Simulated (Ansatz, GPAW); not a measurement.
Fe: programs and potentials compared

```
Fe
1.0
    -1.44300    1.44300    1.44300
     1.44300   -1.44300    1.44300
     1.44300    1.44300   -1.44300
Fe
1
Direct
  0.00000 0.00000 0.00000
```

Alike in all runs: task single point; functional PBE; k mesh 13 × 13 × 13; occupations gaussian, width 0.022 eV; collinear spin, ferromagnetic start; no spin-orbit coupling. Pressure is positive in compression and, in plane waves, holds the error of the finite cutoff, which Ansatz's Pulay term estimates and takes out.

```csv
program and potentials,plane-wave cutoff (eV),notes,pressure (GPa),net moment per atom (μB)
"Ansatz, Ansatz PAW",420,16 valence electrons an atom on average; Pulay term of +0.09 GPa included,-9.57,2.25
"GPAW, GPAW PAW data sets (gpaw-data 1.2.1)",600,8 valence electrons an atom on average,-7.94,2.25
"Ansatz, all-electron LAPW, scalar-relativistic",-,-,-9.77,2.24
```

The pressure spans -9.77 (Ansatz, all-electron LAPW, scalar-relativistic) to -7.94 GPa (GPAW, GPAW PAW data sets (gpaw-data 1.2.1)), with all-electron results at -9.77. The net moment per atom spans 2.24 (Ansatz, all-electron LAPW, scalar-relativistic) to 2.25 μB (GPAW, GPAW PAW data sets (gpaw-data 1.2.1)), with all-electron results at 2.24. The state is the one that the start led to, which needn't be the lowest.

Differences between rows come from potentials, basis sets and numerical settings, since the functional is the same but for its coding. Runs on potential files found faulty are left out.
